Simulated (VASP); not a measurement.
Re, 2 atoms in the cell. It takes space group P6_3/mmc (No. 194, hexagonal). The conventional cell has a = 2.761 Å, b = 2.761 Å, c = 4.456 Å, α = 90.00°, β = 90.00°, γ = 120.00°. Re (site symmetry -6m2) is surrounded by 12 Re at 2.74 to 2.76 Å. 

* Program: VASP 6.6.1
* Task: relaxation of cell and atoms
* Functional: r2SCAN
* Potentials or basis: VASP PAW PBE potentials, release 64 (Re)
* Cutoff: 600 eV
* k mesh: 18 × 18 × 10
* Occupations: gaussian, width 0.1 eV
* Spin: no spin polarisation
* Further INCAR settings: ALGO = Normal; EDIFF = 1e-07; IBRION = 2; EDIFFG = -0.005; NSW = 90; ISIF = 3

Potentials or basis: VASP PAW PBE potentials, release 64 (Re).

The run is started by

```console
$ cat potpaw_PBE.64/Re/POTCAR > POTCAR
$ mpirun -np 1 vasp_std > vasp.out
```

Hardware: 1 thread of Intel(R) Xeon(R) Platinum 8488C (Sapphire Rapids), with other jobs on the host.

Question: How long does it take, and how much memory?

Answer: It took 9.3 min on 1 thread of Intel(R) Xeon(R) Platinum 8488C (Sapphire Rapids), with other jobs on the host, peak memory 0.24 GiB. Counts: scf iterations 48, k points 222, ion steps 5.
